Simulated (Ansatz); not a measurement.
Lu in Ansatz: the effect of functional

The system is Lu.

```xyz
2
Lattice="3.5492 0.0000 0.0000 -1.7746 3.0737 0.0000 0.0000 0.0000 5.6239" Properties=species:S:1:pos:R:3 pbc="T T T"
Lu    1.7746    1.0246    4.2180
Lu    0.0000    2.0491    1.4060
```

The cell isn't the ideal one: volume scaled by 1.04.

Alike in all runs:

| Item | Value |
| --- | --- |
| Program | Ansatz 0.2.0 |
| Task | single point |
| Potentials or basis | Ansatz PAW |
| k mesh | 9 × 9 × 5 |
| Occupations | fermi-dirac, width 0.05 eV |
| Spin | no spin polarisation |

```csv
functional,cutoff,pressure (GPa)
LDA,420 eV (not typed: the program's choice for these potentials),?
r2SCAN,500 eV (not typed: the program's choice for these potentials),-2.3
PBE,420 eV (not typed: the program's choice for these potentials),-2.1
```

Q: What does the run with functional LDA give?

A: Pressure -6.8 GPa.

Caveats: the PAW data sets come from PBE, with cores solved anew for the run's functional, which leaves a small shift of forces and pressure (some runs).
